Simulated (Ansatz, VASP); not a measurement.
## ZnS: VASP beside Ansatz

The input INCAR:

```
PREC = Accurate
ENCUT = 520
EDIFF = 1E-6
ISMEAR = 0
SIGMA = 0.02
LREAL = False
LASPH = True
NELM = 80
ALGO = Normal
ISIF = 2
LWAVE = False
LCHARG = False
GGA = PE
NBANDS = 16
```

Contents of KPOINTS:

```
regular mesh
0
Gamma
  10 10 10
```

File POSCAR:

```
ZnS
1.0
    0.0000000000      2.6939894411      2.6939894411
    2.6939894411      0.0000000000      2.6939894411
    2.6939894411      2.6939894411      0.0000000000
Zn S
1 1
Direct
    0.2500000000      0.2500000000      0.2500000000
    0.0000000000      0.0000000000      0.0000000000
```

Input for Ansatz:

```yaml
crystal:
  lattice:
    - [0.0, 2.693989441, 2.693989441]
    - [2.693989441, 0.0, 2.693989441]
    - [2.693989441, 2.693989441, 0.0]
  atoms:
    - { symbol: Zn, position: [0.25, 0.25, 0.25] }
    - { symbol: S, position: [0.0, 0.0, 0.0] }
basis:
  ecutwfc: 420
kpoints:
  mp_grid: { grid: [10, 10, 10] }
hamiltonian:
  xc: pbe
scf:
  occupations: { method: gaussian, width: 0.02 }
output:
  forces: true
  stress: true
  eigenvalues: true
```

Alike in both runs: task single point; functional PBE; k mesh 10 × 10 × 10; occupations gaussian, width 0.02 eV; no spin polarisation.

```csv
,VASP,Ansatz
version,VASP 6.6.1,Ansatz 0.2.0
potentials or method,"VASP PAW PBE potentials, release 64 (Zn, S)","scalar-relativistic, plane waves, PAW"
plane-wave cutoff (eV),520,420
valence electrons in the cell,18,18
```

VASP gave:

```
gap on the k mesh at the Fermi level (eV) : 2.15
least direct gap on the mesh (eV)         : 2.15
pressure (GPa)                            : 2.5
```

**Question.** What did Ansatz give for the same quantities?

**Answer.** gap on the k mesh at the Fermi level (eV): 2.15; least direct gap on the mesh (eV): 2.15; pressure (GPa): 2.3.

The functional is the same, so the differences come from potentials, cutoffs and numerics.
